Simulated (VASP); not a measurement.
A run of VASP 6.6.1:

Contents of INCAR:

```
PREC = Accurate ; ENCUT = 520
EDIFF = 1E-7 ; ISMEAR = 0
SIGMA = 0.02 ; LREAL = False
LASPH = True ; NELM = 60
ALGO = Fast ; ISIF = 2
LWAVE = False ; LCHARG = True
GGA = PE ; LELF = True
```

The input KPOINTS:

```
Automatic mesh
0
Gamma
  8 8 8
```

POSCAR

```
InP
1.0
    0.0000000000      2.7688340000      2.7688340000
    2.7688340000      0.0000000000      2.7688340000
    2.7688340000      2.7688340000      0.0000000000
In P
1 1
Direct
    0.0000000000      0.0000000000      0.0000000000
    0.5000000000      0.5000000000      0.5000000000
```

Potentials or basis: VASP PAW PBE potentials, release 64 (In_d, P).

Command:

```console
$ cat potpaw_PBE.64/In_d/POTCAR potpaw_PBE.64/P/POTCAR > POTCAR
$ mpirun -np 1 vasp_std > vasp.out
```

Hardware: 1 thread of Intel(R) Xeon(R) Platinum 8559C (Emerald Rapids), on a shared host.

Q: Estimate the wall time of this run.

A: Wall time 32 s on 1 thread of Intel(R) Xeon(R) Platinum 8559C (Emerald Rapids) (shared host), peak memory 0.16 GiB. Counts: scf iterations 16, k points 29.
